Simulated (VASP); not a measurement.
Wanted: the native input for a VASP 6.6.1 run.

```
Task                               : band structure
Functional                         : HSE06
Potentials or basis                : VASP PAW PBE potentials, release 64 (Ga_d, Sb)
Cutoff                             : 520 eV
k mesh                             : 6 × 6 × 6
Occupations                        : gaussian, width 0.02 eV
Spin                               : no spin polarisation
Grid for exact exchange (PRECFOCK) : Fast
Screening parameter                : 0.2 1/A
Further INCAR settings             : ALGO = Normal; EDIFF = 1e-07
```

The system is GaSb.

```xyz
2
Lattice="0.0000 3.0590 3.0590 3.0590 0.0000 3.0590 3.0590 3.0590 0.0000" Properties=species:S:1:pos:R:3 pbc="T T T"
Ga    0.0000    0.0000    0.0000
Sb    1.5295    1.5295    1.5295
```

These files were run (other wordings do the same):

POSCAR

```
GaSb
1.0
    0.0000000000      3.0590000000      3.0590000000
    3.0590000000      0.0000000000      3.0590000000
    3.0590000000      3.0590000000      0.0000000000
Ga Sb
1 1
Direct
    0.0000000000      0.0000000000      0.0000000000
    0.2500000000      0.2500000000      0.2500000000
```

INCAR.step1

```
SYSTEM = GaSb
PREC = Accurate
ENCUT = 520
EDIFF = 1E-5
ISMEAR = 0
SIGMA = 0.02
LREAL = .FALSE.
LASPH = .TRUE.
NELM = 60
ALGO = Normal
ISIF = 2
LWAVE = .TRUE.
LCHARG = .FALSE.
KPAR = 4
GGA = PE
```

INCAR.step2

```
SYSTEM = GaSb
PREC = Accurate
ENCUT = 520
EDIFF = 1E-7
ISMEAR = 0
SIGMA = 0.02
LREAL = .FALSE.
LASPH = .TRUE.
NELM = 60
ALGO = Normal
ISIF = 2
LWAVE = .FALSE.
LCHARG = .FALSE.
GGA = PE
LHFCALC = .TRUE.
HFSCREEN = 0.2
PRECFOCK = Fast
KPAR = 4
ISTART = 1
```

KPOINTS

```
Automatic mesh
0
G
  6 6 6
  0 0 0
```

KPOINTS_OPT

```
path GXWKGLUWLK,UX
12
line-mode
reciprocal
 0.0000000000  0.0000000000  0.0000000000  G
 0.5000000000  0.0000000000  0.5000000000  X

 0.5000000000  0.0000000000  0.5000000000  X
 0.5000000000  0.2500000000  0.7500000000  W

 0.5000000000  0.2500000000  0.7500000000  W
 0.3750000000  0.3750000000  0.7500000000  K

 0.3750000000  0.3750000000  0.7500000000  K
 0.0000000000  0.0000000000  0.0000000000  G

 0.0000000000  0.0000000000  0.0000000000  G
 0.5000000000  0.5000000000  0.5000000000  L

 0.5000000000  0.5000000000  0.5000000000  L
 0.6250000000  0.2500000000  0.6250000000  U

 0.6250000000  0.2500000000  0.6250000000  U
 0.5000000000  0.2500000000  0.7500000000  W

 0.5000000000  0.2500000000  0.7500000000  W
 0.5000000000  0.5000000000  0.5000000000  L

 0.5000000000  0.5000000000  0.5000000000  L
 0.3750000000  0.3750000000  0.7500000000  K

 0.6250000000  0.2500000000  0.6250000000  U
 0.5000000000  0.0000000000  0.5000000000  X
```

Potentials or basis: VASP PAW PBE potentials, release 64 (Ga_d, Sb).

Run with:

```bash
$ cat potpaw_PBE.64/Ga_d/POTCAR potpaw_PBE.64/Sb/POTCAR > POTCAR
$ cp INCAR.step1 INCAR
$ mpirun -np 4 vasp_std > vasp.out
$ cp INCAR.step2 INCAR
$ mpirun -np 4 vasp_std > vasp.out
```

Results of the run:

- Pressure: 0.0 GPa
- Band gap on the k mesh: 0.86 eV, direct
- Band gap along the path: 0.86 eV, direct

Caveat: the PAW data sets were made with another functional, which shifts forces and pressure a little; spin-orbit coupling is left out, which moves the levels of the heavy elements.

Run time: 37 min on 4 MPI ranks on Intel(R) Xeon(R) Platinum 8488C (Sapphire Rapids) (shared host), peak memory 0.37 GiB a rank.
